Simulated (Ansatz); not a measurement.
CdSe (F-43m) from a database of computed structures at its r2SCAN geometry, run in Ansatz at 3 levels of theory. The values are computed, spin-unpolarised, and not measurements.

The r2SCAN input:
```yaml
crystal:
  lattice:
    - [0.0, 3.0678017005, 3.0678017005]
    - [3.0678017005, 0.0, 3.0678017005]
    - [3.0678017005, 3.0678017005, 0.0]
  atoms:
    - { symbol: Cd, position: [0.0, 0.0, 0.0] }
    - { symbol: Se, position: [0.75, 0.75, 0.75] }
kpoints:
  mp_grid: { grid: [8, 8, 8] }
  band_path:
    path:
      - [0.0, 0.0, 0.0]
      - [-0.5, -0.5, 0.0]
      - [-0.375, -0.375, 0.25]
      - [-0.375, 0.0, 0.375]
      - [0.0, 0.0, 0.5]
      - [-0.5, -0.25, 0.25]
    npoints: 1
hamiltonian:
  xc: r2scan
scf:
  occupations: { method: fixed }
  n_extra_bands: 4
output:
  forces: true
  stress: true
  eigenvalues: true
```

Main results, then, where recorded, the levels near the gap in eV from the Fermi energy (columns number the bands from 0), one row a point of the path (Γ, X, U, K, L, W):
```
Crystal: 2 atoms, lattice volume = 57.745 Å³
Symmetry: 24 space group operations
Space group: F-43m (ITA 216)
```
```
Basis set: ecut = 500 eV, 1459 PW (Γ)
k-points: 29 of 512 (time reversal used)
SCF 1 converged in 6 iterations: F = -13747.836039 eV  dr2 = 2.11e-8
Free energy (F): -13747.836039 eV
Fermi energy:    6.806079 eV
--- Stress (GPa, compression-positive) ---
       -0.052017       0.000000       0.000000
        0.000000      -0.052017       0.000000
        0.000000       0.000000      -0.052017
  P = ⅓ Tr σ = -0.0520 GPa (-0.520 kbar)
```
```tsv
band_13	band_14	band_15	band_16	band_17	band_18	band_19	band_20
-7.750	-7.750	0.000	0.000	0.000	1.037	6.488	6.488
-7.695	-7.394	-3.956	-1.788	-1.788	3.514	4.142	9.535
-7.722	-7.316	-3.878	-2.444	-1.462	4.107	5.509	8.669
-7.722	-7.316	-3.878	-2.444	-1.462	4.107	5.509	8.669
-7.728	-7.462	-4.257	-0.718	-0.718	2.836	6.936	6.936
-7.744	-7.280	-3.841	-2.175	-2.119	5.418	5.514	7.017
```

With r2SCAN the gap is 1.04 eV and direct, at Γ.

DDH-PBE0. Against the first input these blocks differ (the band path and keys that only write files left aside):
```yaml
crystal:
  host: atoms
kpoints:
  mp_grid: { grid: [6, 6, 6] }
hamiltonian:
  xc:
    exchange: pbe
    correlation: pbe
    exx: { coeff: inverse_dielectric }
```

```
ε∞ on k-mesh 4×4×4 of a primitive cell: xx 7.9004, yy 7.9004, zz 7.9004; 3/Tr ε∞, of that cell with its empty space = 0.12657519167335446
Basis set: ecut = 420 eV, 1139 PW (Γ)
k-points: 16 of 216 (time reversal used)
SCF 1 stopped early in 3 iterations: F = -13724.784483 eV  dr2 = 1.17e-5
Exchange kernel: α = 0.1266, full range, Wigner–Seitz truncation, v(0) = 18644.7201 eV·Å³, q-mesh 6×6×6
SCF 2 stopped early in 6 iterations: F = -13727.106660 eV  dr2 = 1.15e-6
hybrid outer 1: dexx = +1.994e-3 eV, tail = 7.37e-6 eV
SCF 3 converged in 3 iterations: F = -13727.106701 eV  dr2 = 6.85e-9
hybrid outer 2: dexx = +4.101e-8 eV, tail = 1.82e-8 eV, Δε = 1.84e-3 eV
Free energy (F): -13727.106701 eV
Fermi energy:    6.652180 eV
--- Stress (GPa, compression-positive) ---
        0.714431       0.000000       0.000000
        0.000000       0.714431       0.000000
        0.000000       0.000000       0.714431
  P = ⅓ Tr σ = 0.7144 GPa (7.144 kbar)
```
```tsv
band_13	band_14	band_15	band_16	band_17	band_18	band_19	band_20
-8.178	-8.178	0.000	0.000	0.000	1.299	6.801	6.801
-8.126	-7.809	-4.142	-1.854	-1.854	3.917	4.568	9.919
-8.152	-7.732	-4.057	-2.535	-1.519	4.508	5.975	9.065
-8.152	-7.732	-4.057	-2.535	-1.519	4.508	5.975	9.065
-8.158	-7.882	-4.430	-0.751	-0.751	3.170	7.301	7.301
-8.173	-7.696	-4.019	-2.260	-2.196	5.876	5.995	7.320
```

The DDH-PBE0 gap is direct at Γ: 1.30 eV. The mean pressure is +0.7 GPa (compression positive), so DDH-PBE0 would enlarge the cell's volume. The stress of a hybrid is loosely converged here.

PBE0. Against the first input these blocks differ (the band path and keys that only write files left aside):
```yaml
kpoints:
  mp_grid: { grid: [6, 6, 6] }
hamiltonian:
  xc: pbe0
```

```
Basis set: ecut = 420 eV, 1139 PW (Γ)
k-points: 16 of 216 (time reversal used)
SCF 1 stopped early in 3 iterations: F = -13724.784182 eV  dr2 = 1.06e-5
Exchange kernel: α = 0.2500, full range, Wigner–Seitz truncation, v(0) = 18644.7201 eV·Å³, q-mesh 6×6×6
SCF 2 stopped early in 6 iterations: F = -13729.413967 eV  dr2 = 3.05e-6
hybrid outer 1: dexx = +1.452e-2 eV, tail = 7.84e-5 eV
SCF 3 converged in 5 iterations: F = -13729.414278 eV  dr2 = 3.57e-9
hybrid outer 2: dexx = +1.071e-6 eV, tail = 5.14e-8 eV, Δε = 3.74e-3 eV
Free energy (F): -13729.414279 eV
Fermi energy:    6.188435 eV
--- Stress (GPa, compression-positive) ---
        0.079421       0.000000       0.000000
        0.000000       0.079421       0.000000
        0.000000       0.000000       0.079421
  P = ⅓ Tr σ = 0.0794 GPa (0.794 kbar)
```
```tsv
band_13	band_14	band_15	band_16	band_17	band_18	band_19	band_20
-8.829	-8.829	0.000	0.000	0.000	2.083	7.663	7.663
-8.779	-8.427	-4.301	-1.933	-1.933	4.645	5.399	10.870
-8.805	-8.352	-4.199	-2.648	-1.585	5.298	6.855	9.933
-8.805	-8.352	-4.199	-2.648	-1.585	5.298	6.855	9.933
-8.811	-8.512	-4.605	-0.784	-0.784	3.994	8.153	8.153
-8.824	-8.315	-4.153	-2.372	-2.280	6.767	6.833	8.216
```

The PBE0 gap is direct at Γ: 2.08 eV. The mean stress, +0.1 GPa, is small, and the program warns that its thresholds are loose for a hybrid's stress.

The hybrids run on coarser meshes, which limits their stresses and small splittings of levels.

Totals of different functionals can't be compared.

Spin-orbit coupling is left out.

The meshes of the hybrids are coarse, so their gaps aren't converged to the digits shown.
